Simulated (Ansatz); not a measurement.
EuO: frozen-core PAW against all-electron methods

```xyz
2
Lattice="0.0000 2.5304 2.5304 2.5304 0.0000 2.5304 2.5304 2.5304 0.0000" Properties=species:S:1:pos:R:3 pbc="T T T"
Eu    0.0000    0.0000    0.0000
O     2.5304    2.5304    2.5304
```

Atom numbers follow the list: Eu1, O2.

Conventional cell: a = 5.061 Å, b = 5.061 Å, c = 5.061 Å, α = 90.00°, β = 90.00°, γ = 90.00°. Eu (atom 1) has 6 O at 2.53 Å as nearest neighbours. O (atom 2) is surrounded by 6 Eu at 2.53 Å.

The cell was built from the rocksalt type and relaxed in the same program, and has space group Fm-3m; it needn't be a known or the stable phase.

Where the f shell is localised, expect the real compound to differ from this run without U.

Other magnetic orders may lie lower; this is the state that the run reached.

Spin–orbit coupling is left out, though it moves levels of the heavy atoms by tenths of an eV or more.

Levels of theory: DFT, PBE, PAW with Ansatz's default frozen-core files, scalar-relativistic (Ansatz 0.2.0); DFT, PBE, all-electron PAW with datasets made for the crystal, scalar-relativistic (Ansatz 0.2.0); DFT, PBE, all-electron LAPW, scalar-relativistic (Ansatz 0.2.0).

For PAW: a Γ-centred 14×14×14 k mesh, Fermi–Dirac smearing of 0.05 eV, cutoff 420 eV, spin-polarised from start moments Eu1 7 μB. The crystal-made all-electron datasets (AE datasets) take a cutoff of 300 eV at this cell. LAPW targets a basis error of 1 meV/atom. The Ansatz runs share mesh, smearing and spin set-up. Plane-wave (PAW) pressures include the program's estimate of the Pulay term.

Stress and pressure are positive in compression.

Levels count from the Fermi level.

```json
{"quantity": "pressure (GPa)", "PAW": "0.01", "AE datasets": "0.17", "LAPW": "0.16"}
{"quantity": "moment of the cell (μB)", "PAW": "6.945", "AE datasets": "6.946", "LAPW": "6.946"}
{"quantity": "highest filled spin-up level at X (eV)", "PAW": "-0.070", "AE datasets": "-0.071", "LAPW": "-0.071"}
{"quantity": "lowest empty spin-up level at X (eV)", "PAW": "3.658", "AE datasets": "3.676", "LAPW": "3.676"}
{"quantity": "highest filled spin-up level at U (eV)", "PAW": "-0.221", "AE datasets": "-0.222", "LAPW": "-0.221"}
{"quantity": "lowest empty spin-up level at U (eV)", "PAW": "0.719", "AE datasets": "0.724", "LAPW": "0.724"}
{"quantity": "highest filled spin-up level at Γ (eV)", "PAW": "-0.158", "AE datasets": "-0.147", "LAPW": "-0.147"}
{"quantity": "lowest empty spin-up level at Γ (eV)", "PAW": "0.045", "AE datasets": "0.044", "LAPW": "0.044"}
```

PAW's pressure differs from the LAPW value by -0.15 GPa.
